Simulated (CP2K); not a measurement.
Runs of CP2K 2026.2 on CoO. The structure is trigonal, space group R3m (No. 160). The conventional cell has a = 3.204 Å, b = 3.204 Å, c = 7.699 Å, α = 90.00°, β = 90.00°, γ = 120.00°. Around Co (site symmetry 3m) lie 4 O at 1.91 to 1.96 Å. O (site symmetry 3m) is surrounded by 4 Co at 1.91 to 1.96 Å. Measurements of this composition are mostly on another form, of space group No. 225.

```tsv
level	potentials or basis	smearing	EPS_DEFAULT	NGRIDS	points a segment of the path (NPOINTS)	bands added on the path	CUTOFF of the grids	pressure (GPa)	moment (μB)	largest force (eV/Å)
r2SCAN	POTENTIAL_UZH Co GTH-SCAN-q17, O GTH-SCAN-q6; TZVP-MOLOPT-SCAN-GTH basis	fermi-dirac 0.0259 eV	1.0E-9	4	6	4	1250 Ry	5.8	3.00	(a)
LDA	GTH_POTENTIALS Co GTH-PADE-q17, O GTH-PADE-q6; TZVP-MOLOPT-PBE-GTH basis	fermi-dirac 0.05 eV	1.0E-10	5	8	6	850 Ry	-13.1	2.94	(b)
PBEsol	POTENTIAL_UZH Co GTH-PBE-q17, O GTH-PBE-q6; TZVP-MOLOPT-PBE-GTH basis	fermi-dirac 0.05 eV	1.0E-10	4	10	6	850 Ry	-4.9	2.94	0.28
PBE	POTENTIAL_UZH Co GTH-PBE-q17, O GTH-PBE-q6; TZVP-MOLOPT-PBE-GTH basis	fermi-dirac 0.0259 eV	1.0E-9	4	6	6	850 Ry	3.1	2.91	0.32
```

Alike in all rows: task band structure; spin collinear, ferromagnetic start; cell as given; k mesh 10 × 10 × 10.

Question: Estimate the missing entries.

Answer: (a) 0.42; (b) 0.24.

Caveats: the basis of atomic orbitals isn't converged, which shifts pressures, moduli and gaps; the total moment is fixed, so each spin has its own Fermi level; a cell with one magnetic atom can't hold antiferromagnetic order, which such compounds often take; the potentials were made for another functional, which shifts forces and pressure (some runs).
